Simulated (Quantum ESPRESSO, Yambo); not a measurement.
# A GW chain in Yambo: SiC (P6_3mc), part 3 of 3

Aim: the G0W0 gap of SiC (P6_3mc) on PBE, step by step.

Quantum ESPRESSO 7.5 and Yambo 5.3.0; PBE and many-body steps on it, plane waves. Known limits of the many-body steps: not at the basis limit; coarse k mesh.

So far. Step 3 (Bands along the symmetry lines): The gap is 2.022 eV, −0.004 eV from the run before at this level. Step 4 (Empty states on the mesh, 6×6×1 mesh, 540 bands): On this mesh the gap is 2.027 eV.

**5. Conversion and set-up**

This step: Yambo 5.3.0; conversion and set-up on PBE, plane waves, norm-conserving pseudopotentials.

The states are converted to the many-body program's format and the q mesh is built.

Run with:

```console
(cd o/x.save; p2y > p2y.log; mv SAVE ../..); yambo > setup.log
```

Output:

```text
 Yambo, version 5.3.0

 [02] CORE Variables Setup
 =========================

  [02.01] Unit cells
  ==================

  Cell kind             :  HCP
  Atoms in the cell     :  Si  C
  number of Si atoms    :   6
  number of C  atoms    :   6

  List of atomic masses
  Mass of Si    :  28.08500
  Mass of C     :  12.01100

  List of atomic coordinates    : [cc]
  Si1       : -0.29070E-09   3.3567       23.766      order 1
  Si2       :  2.906986  1.678349  9.500509  order 2
  Si3       :   2.90699   1.67835  19.01609  order 3
  Si4       : -0.29070E-09   3.3567       4.7505      order 4
  Si5       :   0.00000   0.00000  14.25790  order 5
  Si6       :   0.00000   0.00000  28.52352  order 6
  C1       :   0.00000   0.00000  24.94676  order 7
  C2       :   0.00000   0.00000  10.68114  order 8
  C3       : -0.29070E-09   3.3567       20.200      order 9
  C4       :  2.906986  1.678349  5.934407  order 10
  C5       :   2.90699   1.67835  15.45029  order 11
  C6       : -0.29070E-09   3.3567       1.1847      order 12

  Alat factors          :   5.81397   5.03505  28.53124 [a.u.]
  Direct lattice volume :  835.2127 [a.u.]
  Direct lattice vectors:  A[ 1 ]  A[ 2 ]  A[ 3 ]
   A[ 1 ]:  1.000000 -0.000000  0.000000  [iru]
   5.813971 -0.000000  0.000000  [cc]
   A[ 2 ]: -0.500000  1.000000  0.000000  [iru]
  -2.906986  5.035047  0.000000  [cc]
   A[ 3 ]:  0.000000  0.000000  1.000000  [iru]
    0.00000   0.00000  28.53124  [cc]

  Recip. lattice volume :  0.296990 [a.u.]
  Recip. lattice vectors:  B[ 1 ]  B[ 2 ]  B[ 3 ]
   B[ 1 ]:  1.000000  0.500000  0.000000  [iku]
   1.080705  0.623945 -0.000000  [cc]
   B[ 2 ]:  0.000000  1.000000  0.000000  [iku]
   0.000000  1.247890 -0.000000  [cc]
   B[ 3 ]:  0.000000  0.000000  1.000000  [iku]
  -0.000000 -0.000000  0.220221  [cc]

  [02.02] Symmetries
  ==================

  Inversion symmetry    : yes
  Spatial inversion     : no
  Inversion index       :   7
  K-space Time-reversal : yes
  Magnetic symmetries   : no
  Time-reversal derived K-space symmetries:   7  12
  Group table correct   : yes
  Symmetries units      :  [cc]

   [S  1]:   1.0000       0.0000       0.0000     -0.25216E-16   1.0000       0.0000       0.0000       0.0000       1.0000
   [S  2]: -0.500000  0.866025  0.000000 -0.866025 -0.500000  0.000000  0.000000  0.000000  1.000000
   [S  3]: -0.500000 -0.866025  0.000000  0.866025 -0.500000  0.000000  0.000000  0.000000  1.000000
   [S  4]:  -1.0000       0.0000       0.0000      0.25216E-16   1.0000       0.0000       0.0000       0.0000       1.0000
   [S  5]:  0.500000  0.866025  0.000000  0.866025 -0.500000  0.000000  0.000000  0.000000  1.000000
   [S  6]:  0.500000 -0.866025  0.000000 -0.866025 -0.500000  0.000000  0.000000  0.000000  1.000000
   [S* 7]:  -1.0000      -0.0000      -0.0000      0.25216E-16  -1.0000      -0.0000      -0.0000      -0.0000      -1.0000
[...]
K/Q-points units:
  rlu = crystal or reduced units; cc = cartesian coordinates; iku = interal k-units

  K [1]          [rlu]:  0.000000  0.000000  0.000000
         WF components:   8941
  K [2]          [rlu]:  0.000000  0.166667  0.000000
         WF components:   8928
  K [3]          [rlu]:  0.000000  0.333333  0.000000
         WF components:   8976
  K [4]          [rlu]:  0.000000 -0.500000  0.000000
         WF components:   9006
  K [5]          [rlu]:  0.166667  0.166667  0.000000
         WF components:   8956
  K [6]          [rlu]:  0.166667  0.333333  0.000000
         WF components:   9015
  K [7]          [rlu]:  0.333333  0.333333  0.000000
         WF components:   9054

  [02.05] Energies & Occupations
  ==============================

  [X] === General ===
  [X] Electronic Temperature                        :  0.000000  0.000000 [eV K]
  [X] Bosonic    Temperature                        :  0.000000  0.000000 [eV K]
  [X] Finite Temperature mode                       : no
  [X] El. density                                   :  0.38783E+24 [cm-3]
  [X] Fermi Level                                   :  9.584179 [eV]

  [X] === Gaps and Widths ===
  [X] Conduction Band Min                           :  2.026692 [eV]
  [X] Valence Band Max                              :  0.000000 [eV]
  [X] Filled Bands                                  :  24
  [X] Empty Bands                                   :    25   540
  [X] Direct Gap                                    :  3.130175 [eV]
  [X] Direct Gap localized at k                     :   4
  [X] Indirect Gap                                  :  2.026692 [eV]
  [X] Indirect Gap between kpts                     :   1   4
  [X] Last valence band width                       :  2.077149 [eV]
  [X] 1st conduction band width                     :  3.176042 [eV]

  E @ K [1]:  [eV]
  -15.48854 -14.96659 -14.92983 -13.43308 -13.40334 -11.91154  -8.61317  -6.26121
[...]
occ @ K [1]
[...]
E @ K [2]:  [eV]
[...]
occ @ K [2]
[...]
E @ K [3]:  [eV]
[...]
occ @ K [3]
[...]
E @ K [4]:  [eV]
[...]
occ @ K [4]
[...]
E @ K [5]:  [eV]
[...]
occ @ K [5]
[...]
E @ K [6]:  [eV]
[...]
occ @ K [6]
[...]
E @ K [7]:  [eV]
[...]
occ @ K [7]
[...]
0.000000  0.000000  0.000000  0.000000  0.000000  0.000000  0.000000  0.000000
   0.000000  0.000000  0.000000  0.000000  0.000000  0.000000  0.000000  0.000000

 [03] Transferred momenta grid and indexing
 ==========================================

 IBZ Q-points                                      :   7
 BZ  Q-points                                      :   36

 K/Q-points units:
 rlu = crystal or reduced units; cc = cartesian coordinates; iku = interal k-units

 Q [1]          [rlu]:  0.000000  0.000000  0.000000
 Q [2]          [rlu]: -0.48527E-17  0.16667       0.0000
 Q [3]          [rlu]: -0.97055E-17  0.33333       0.0000
 Q [4]          [rlu]:  0.14558E-16 -0.50000       0.0000
 Q [5]          [rlu]:  0.166667  0.166667  0.000000
 Q [6]          [rlu]:  0.166667  0.333333  0.000000
 Q [7]          [rlu]:  0.333333  0.333333  0.000000

  [03.01] X indexes
  =================

   [03.01.01] Sigma indexes
   ========================

 [06] Game Over & Game summary
```

Run time: 2.8 s. Hardware: 1 MPI rank of Arm Neoverse V1, shared host; peak memory 0.24 GiB.

**6. Screening and self-energy, 6×6×1 mesh, 234 bands, screening to 136.1 eV**

G0W0 replaces the xc potential by the self-energy, built once from these orbitals. Only a window of levels is corrected, while the sums run over the empty bands that the input names.

This step: G0W0 on PBE, plane waves, norm-conserving pseudopotentials.

Contents of gw2.in:

```
HF_and_locXC
gw0
dyson
ppa
em1d
rim_cut
RandQpts= 1000000
RandGvec= 1 RL
EXXRLvcs= 74 Ry
VXCRLvcs= 296 Ry
Chimod= "HARTREE"
% BndsRnXp
 1 | 234 |
%
NGsBlkXp= 10 Ry
% LongDrXp
 1 | 1 | 1 |
%
% GbndRnge
 1 | 234 |
%
DysSolver= "n"
ExtendOut
PPAPntXp= 27.21138 eV
% QPkrange
 1 | 1 | 23 | 26 |
 4 | 4 | 23 | 26 |
%
```

Run with:

```console
OMP_NUM_THREADS=1 mpirun -n 4 yambo -F gw2.in -J gw2 -C gw2 > gw2.log
```

Output:

```text
 Yambo, version 5.3.0

 [02] CORE Variables Setup
 =========================

  [... cell, symmetries and grids as in the set-up ...]

  [02.05] Energies & Occupations
  ==============================

  [X] === General ===
  [X] Electronic Temperature                        :  0.000000  0.000000 [eV K]
  [X] Bosonic    Temperature                        :  0.000000  0.000000 [eV K]
  [X] Finite Temperature mode                       : no
  [X] El. density                                   :  0.38783E+24 [cm-3]
  [X] Fermi Level                                   :  9.584179 [eV]

  [X] === Gaps and Widths ===
  [X] Conduction Band Min                           :  2.026692 [eV]
  [X] Valence Band Max                              :  0.000000 [eV]
  [X] Filled Bands                                  :  24
  [X] Empty Bands                                   :    25   540
  [X] Direct Gap                                    :  3.130175 [eV]
  [X] Direct Gap localized at k                     :   4
  [X] Indirect Gap                                  :  2.026692 [eV]
  [X] Indirect Gap between kpts                     :   1   4
  [X] Last valence band width                       :  2.077149 [eV]
  [X] 1st conduction band width                     :  3.176042 [eV]

 [03] Transferred momenta grid and indexing
 ==========================================

 IBZ Q-points                                      :   7
 BZ  Q-points                                      :   36

 K/Q-points units:
 rlu = crystal or reduced units; cc = cartesian coordinates; iku = interal k-units

 Q [1]          [rlu]:  0.000000  0.000000  0.000000
 Q [2]          [rlu]: -0.48527E-17  0.16667       0.0000
 Q [3]          [rlu]: -0.97055E-17  0.33333       0.0000
 Q [4]          [rlu]:  0.14558E-16 -0.50000       0.0000
 Q [5]          [rlu]:  0.166667  0.166667  0.000000
 Q [6]          [rlu]:  0.166667  0.333333  0.000000
 Q [7]          [rlu]:  0.333333  0.333333  0.000000

 [04] Coloumb potential Random Integration (RIM)
 ===============================================

  [04.01] RIM initialization
  ==========================

  * Diagonal components only detected *

  8 x (sBL volume)        :  0.065998 [a.u.]
  sBZ random points       :  1000000
  Points outside the sBZ  :   7993074
  RL volume               :  0.296990 [a.u.]
  Integrated volume       :  0.297248 [a.u.]

  [04.02] RIM integrals
  =====================

  Gamma point sphere radius             :  0.073304 [a.u.]
  Points outside the sphere             :   799493
  [Int_sBZ(q=0) 1/q^2]*(Vol_sBZ)^(-1/3) =:  7.699798
                                 should be <:  7.795600

  Summary of Coulomb integrals for non-metallic bands |Q|[au] RIM/Bare

  Q [1] 0.100000E-4 0.987711 * Q [2] 0.207982 1.035310
  Q [5] 0.360235 1.014559 * Q [3] 0.415963 1.011306
  Q [6] 0.550268 1.006880 * Q [4] 0.623945 1.006041
  Q [7] 0.720470 1.004345

 [05] Dipoles
 ============

  [05.01] Setup: observables and procedures
  =========================================

  [WARNING] [x,Vnl] slows the Dipoles computation. To neglect it rename the ns.kb_pp file

 [06] Dynamic Dielectric Matrix (PPA)
 ====================================

 [WR./gw2//ndb.pp]---------------------------------------------------------------
  Brillouin Zone Q/K grids (IBZ/BZ)                :    7   36    7   36
  RL vectors                                       :  11311 [WF]
  Coulomb cutoff potential                         : none
  Electronic Temperature                           :  0.000000 [K]
  Bosonic    Temperature                           :  0.000000 [K]
  PPA    diel. fun.  energies                      : Perdew, Burke & Ernzerhof(X)+Perdew, Burke & Ernzerhof(C)
  wavefunctions                                    : Perdew, Burke & Ernzerhof(X)+Perdew, Burke & Ernzerhof(C)
  Global Gauge                                     : length
  X matrix size                                    :   431
  X band range                                     :    1  234
  X e/h energy range                               : -1.000000 -1.000000 [eV]
  X Time ordering                                  : R
  X Hxc Kernel                                     : HARTREE
  X Drude frequency                                :  0.000000  0.000000
  X poles                                          :  100.0000 [o/o]
  RL vectors in the sum                            :  11311
  [r,Vnl] included                                 : yes
  Field direction                                  :  0.577350E-5  0.577350E-5  0.577350E-5
  BZ energy Double Grid                            : no
  BZ energy DbGd points                            : 0
  BZ Q point size factor                           : -1.000000
  X Optical Averaged directions                    : none

 [07] Local Exchange-Correlation + Non-Local Fock
 ================================================

 [VXC] Plane waves :   71833
 [EXS] Plane waves :   8953

 QP @ state[ 1 ] K range:  1  1
 QP @ state[ 1 ] b range:  23  26
 QP @ state[ 2 ] K range:   4   4
 QP @ state[ 2 ] b range:  23  26

 [xc] Functional : Perdew, Burke & Ernzerhof(X)+Perdew, Burke & Ernzerhof(C)
 [xc] LIBXC used to calculate xc functional
  PP Number of Atomic Species                      :  2
  NLCC RL compoments                               :   71833
  PP Number of Atomic Species                      :  2
  NLCC RL compoments                               :   71833

 [xc] E_xc :  -18.29600 [Ha]
      E_xc :  -36.59200 [Ry]

  Local XC kind (lXC) : Perdew, Burke & Ernzerhof(X)+Perdew, Burke & Ernzerhof(C)
  Non-Local XC kind (nlXC) : Hartree-Fock

  Corrections @ K [1] :  [eV]
 <23|nlXC|23> = -17.34182 -0.10097E-16 <23|lXC|23> = -14.96888 -0.47204E-16
 <24|nlXC|24> = -17.34181 -0.10519E-16 <24|lXC|24> = -14.96888  0.000000
 <25|nlXC|25> = -6.945472 -0.43674E-19 <25|lXC|25> = -12.15702 -0.18882E-15
 <26|nlXC|26> = -6.854570  0.11408E-17 <26|lXC|26> = -12.10217 -0.23602E-16

  Corrections @ K [4] :  [eV]
 <23|nlXC|23> = -16.73341 -0.53488E-17 <23|lXC|23> = -13.92450  0.11801E-16
 <24|nlXC|24> = -17.35488  0.55639E-18 <24|lXC|24> = -14.51596 -0.44254E-16
 <25|nlXC|25> = -6.778437 -0.42343E-17 <25|lXC|25> = -10.94428  0.11801E-16
 <26|nlXC|26> = -6.514522  0.55408E-18 <26|lXC|26> = -10.78955  0.32453E-16

 [08] Dyson equation: Newton solver
 ==================================

  [08.01] G0W0 (W PPA)
  ====================

  [  GW  ] Bands range     :    1  234
  [GW/PPA] G damping       :  0.100000 [eV]

  QP @ state[ 1 ] K range:  1  1
  QP @ state[ 1 ] b range:  23  26
  QP @ state[ 2 ] K range:   4   4
  QP @ state[ 2 ] b range:  23  26

   Sc/G bands                                       :    1  234
   Sc/G damping                                     :  0.100000 ev
   Sc bands terminator                              : no
   Sx RL components                                 :   8953

   QP @ state[ 1 ] K range                          :  1  1
   QP @ state[ 1 ] b range                          :  23  26
   QP @ state[ 2 ] K range                          :   4   4
   QP @ state[ 2 ] b range                          :  23  26
   GF energies kind                                 : Perdew, Burke & Ernzerhof(X)+Perdew, Burke & Ernzerhof(C)
   GF WF`s kind                                     : Perdew, Burke & Ernzerhof(X)+Perdew, Burke & Ernzerhof(C)
   Xs energies kind                                 : Perdew, Burke & Ernzerhof(X)+Perdew, Burke & Ernzerhof(C)
   Xs WF`s kind                                     : Perdew, Burke & Ernzerhof(X)+Perdew, Burke & Ernzerhof(C)

 [11] Game Over & Game summary
```

Elapsed: 8.8 min, on 4 MPI ranks; peak memory 2.6 GiB; 35 min of CPU time.

Numbers from this step:

- G0W0 gap on the points computed: 2.633 eV
- starting gap on the mesh: 2.027 eV
- k of the valence top: 0, 0, 0
- k of the conduction bottom: 0, -0.5, 0
- least direct G0W0 gap on the computed points: 3.896 eV
- Z at the valence top: 0.8008
- Z at the conduction bottom: 0.8234

The gap on the mesh goes from 2.03 eV to 2.63 eV, a correction of +0.61 eV.

Limits: finite bands, cutoff and mesh; coarse k mesh. v1 is the top filled band, c1 the lowest empty one. Levels before and after the correction, in eV, zero at the valence-band top of each column:

|  | conduction bottom | valence top |
| --- | --- | --- |
| Kohn-Sham | 2.03 | 0.00 |
| G0W0 | 2.63 | 0.00 |

|  | level | energy (eV) |
| --- | --- | --- |
| Kohn-Sham | Γ v2-v1 | 0.000 |
| Kohn-Sham | Γ c1 | 5.203 |
| Kohn-Sham | Γ c2 | 5.373 |
| Kohn-Sham | (0 -0.5 0) v2 | -1.667 |
| Kohn-Sham | (0 -0.5 0) v1 | -1.103 |
| Kohn-Sham | (0 -0.5 0) c1 | 2.027 |
| Kohn-Sham | (0 -0.5 0) c2 | 2.219 |
| G0W0 | Γ v2-v1 | 0.000 |
| G0W0 | Γ c1 | 6.017 |
| G0W0 | Γ c2 | 6.179 |
| G0W0 | (0 -0.5 0) v2 | -1.876 |
| G0W0 | (0 -0.5 0) v1 | -1.263 |
| G0W0 | (0 -0.5 0) c1 | 2.633 |
| G0W0 | (0 -0.5 0) c2 | 2.823 |

**7. Where the time went**

Times are wall times on the hardware named with each run, good to a factor of about two.

| step | time | share | memory (GiB) |
| --- | --- | --- | --- |
| ground state | 36 s | 4 % | 0.52 |
| bands along the symmetry lines | 42 s | 5 % | 0.41 |
| empty states on the mesh | 3.2 min | 24 % | 2 |
| conversion and set-up | 2.8 s | 0 % | 0.24 |
| screening and self-energy | 8.8 min | 66 % | 2.6 |

**8. Outcome**

```json
{
  "PBE gap": "2.02 eV, indirect",
  "G0W0 gap on the mesh": "2.63 eV",
  "GW settings": "6×6×1 mesh, 234 bands, screening to 136.1 eV, Godby-Needs plasmon pole",
  "known limits": "not at the basis limit; coarse k mesh"
}
```

G0W0 moves the gap on the mesh from 2.03 eV to 2.63 eV (+0.61 eV), with Z of 0.80 and 0.82 at the edges. Only 2 of the mesh's irreducible points were corrected, so a valley elsewhere could overtake. The dearest step here is «screening and self-energy». Against experiment, by G0W0@PBE: the gap of 2.63 eV lies −0.37 eV from the measured 3 eV (optical, 2017); the gap of 2.63 eV lies −0.39 eV from the measured 3.02 eV (kind not stated, quoted 2020); the gap of 2.63 eV lies −0.40 eV from the measured 3.03 eV (indirect, quoted 2018). An exciton line or allowed optical edge lies below the quasiparticle gap by the binding energy; a forbidden edge can push the onset above it. The calculation has static nuclei and no excitons; a measured gap holds zero-point and thermal motion, which mostly lowers it. Bands and cutoff are finite, so the gap is not at the basis limit. The miss can reach some tenths of an eV and take either sign; the mesh is an error of its own. In the G0W0 run levels were corrected at 2 k points alone, so a gap called «on the mesh» is the least over those, and an edge elsewhere would be missed. The 6×6×1 mesh is coarse for this cell, which bears on the long-range parts of exchange and screening.

[Paths, hosts, dates, memory and timing lines, banners, echoed tables and standing remarks are left out of the program output.]

[Logs are printed without paths, hosts, clocks, repeated set-up lines and the standing remarks that a program may print on its own settings, such as how far it seeks lower states.]

[Runs of the session that timed out or met a known fault of the program may be left out.]

[Hosts, paths, dates, database ids (printed as entryN), source tags and the programs' standing remarks are cut or masked in the printed files.]
